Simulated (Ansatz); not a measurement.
## AgBr (Fm-3m) under pressure

```
CELL_PARAMETERS angstrom
2.89255 2.89255 0.00000
-2.89255 2.89255 0.00000
0.00000 2.89255 2.89255
ATOMIC_POSITIONS crystal
Ag 0.00000 0.00000 0.00000
Br 0.50000 0.50000 0.00000
```

This is the zero-pressure cell under r²SCAN. Cell and atoms are relaxed by PAW (default files of Ansatz 0.2.0, cutoff 500 eV, stress met within about 0.05 GPa) at each pressure, in this structure whether or not another phase would take over; P is the pressure reached, less that of this cell. Levels come from r²SCAN, PAW on Ansatz 0.2.0's default frozen-core files (fitted under PBE), scalar-relativistic; k mesh 8×8×8, fixed occupations, cutoff 500 eV. Conduction levels are in eV over the valence top (at L), at fixed fractional wave vectors. Zone-centre phonons come from finite displacements by PAW, without the LO-TO term.

```
P (GPa)    V/V₀      Γ      X      L  T1u TO (cm⁻¹)
  -1.99  1.0514  1.299  2.339  4.468           65.3
   0.00  1.0000  1.293  2.237  4.343           82.6
   2.00       ?      ?      ?      ?              ?
   3.97  0.9302  1.303  2.072  4.142          106.5
   7.01  0.8919  1.322  1.967  4.014          120.4
  10.01  0.8614  1.346  1.875  3.901          132.0
  14.97  0.8212  1.391  1.742  3.736          148.2
```

**Question.** Fit the third-order Birch-Murnaghan equation to the rows shown.

**Answer.** With f = [(V₀/V)^(2/3) − 1]/2, the normalised pressure F = P/[3f(1 + 2f)^(5/2)] is 43.9 GPa at f = -0.0164, 47.5 GPa at f = 0.0247, 48.7 GPa at f = 0.0396, 49.8 GPa at f = 0.0523, 51.2 GPa at f = 0.0702. The line F = B₀[1 + (3/2)(B′ − 4)f] gives B₀ = 45.3 GPa and B′ = 5.2.

**Question.** What are the volume deformation potentials and pressure coefficients of these levels at zero pressure?

**Answer.** 

| level | dE/dlnV (eV) | dE/dP = −(dE/dlnV)/B₀ (meV/GPa) | mean slope up to 4.0 GPa (meV/GPa) |
| --- | --- | --- | --- |
| Γ | 0.02 | -0.5 | 2.7 |
| X | 2.14 | -47.1 | -41.5 |
| L | 2.62 | -57.7 | -50.6 |

dE/dlnV is the slope of a cubic fit in ln V at V₀. The last column is read from two rows and shows how the slope bends with pressure.

**Question.** What mode Grüneisen parameters follow?

**Answer.** γ = −d ln ω/d ln V at V₀ from a quadratic fit in ln V: T1u 4.06.

**Question.** Fill the row at 2.00 GPa.

**Answer.** The fits give V/V₀ = 0.9610 and Γ = 1.295 eV. Computed: V/V₀ = 0.9611, Γ = 1.295, X = 2.149, L = 4.235, T1u TO (cm⁻¹) = 95.8.

Keep in mind: no other phase was computed; many crystals of this kind change structure within this range, and rows or crossings beyond such a change describe a metastable lattice; frozen-core PAW files fitted under PBE, their cores solved anew for the functional of the run; no spin-orbit coupling on heavy atoms; semilocal gaps are low, and the spacing of valleys can be off by tenths of an eV; levels are read at fixed fractional k, so an edge that moves off these points is missed.
